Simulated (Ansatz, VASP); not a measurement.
One calculation of Rh, two programs

INCAR

```
ALGO = Normal ; EDIFF = 1E-7
ENCUT = 520 ; GGA = PE
ISIF = 2 ; ISMEAR = -1
LASPH = True ; LCHARG = False
LREAL = False ; LWAVE = False
NBANDS = 14 ; NELM = 80
PREC = Accurate ; SIGMA = 0.6
```

Contents of KPOINTS:

```
k-points
0
Gamma
  14 14 14
```

Contents of POSCAR:

```
Rh
1.0
    0.0000000000      1.9160595532      1.9160595532
    1.9160595532      0.0000000000      1.9160595532
    1.9160595532      1.9160595532      0.0000000000
Rh
1
Direct
    0.0000000000      0.0000000000      0.0000000000
```

Input for Ansatz:

```yaml
crystal:
  lattice:
    - [0.0, 1.9160595532, 1.9160595532]
    - [1.9160595532, 0.0, 1.9160595532]
    - [1.9160595532, 1.9160595532, 0.0]
  atoms:
    - { symbol: Rh, position: [0.0, 0.0, 0.0] }
hamiltonian:
  xc: pbe
  pseudopotentials:
    kind: paw
    azcp:
      Rh: "pseudopotentials/Rh.paw.azcp"
basis:
  ecutwfc: 420
  fft_grid_basis: typed
kpoints:
  mp_grid: { grid: [14, 14, 14], shift: [0, 0, 0] }
magnetization:
  spin_polarized: false
scf:
  occupations: { method: fermi_dirac, width: 0.6 }
  lower_state_search: "off"
output:
  stress: true
  write_density: true
  write_potential: true
  elf: true
  volumetric_format: npy
```

Alike in both runs: task single point; functional PBE; k mesh 14 × 14 × 14; occupations fermi-dirac, width 0.6 eV; no spin polarisation.

|  | VASP | Ansatz |
| --- | --- | --- |
| version | VASP 6.6.1 | Ansatz 0.2.0 |
| potentials or method | VASP PAW PBE potentials, release 64 (Rh_pv) | plane waves (420 eV) with PAW, scalar-relativistic |
| plane-wave cutoff (eV) | 520 | 420 |
| valence electrons in the cell | 15 | 17 |

Ansatz gave:

```
pressure (GPa) : 11.5
```

What did VASP give for the same quantities?

Pressure (GPa): 11.6.

The two sets of potentials don't hold the same shells in valence.
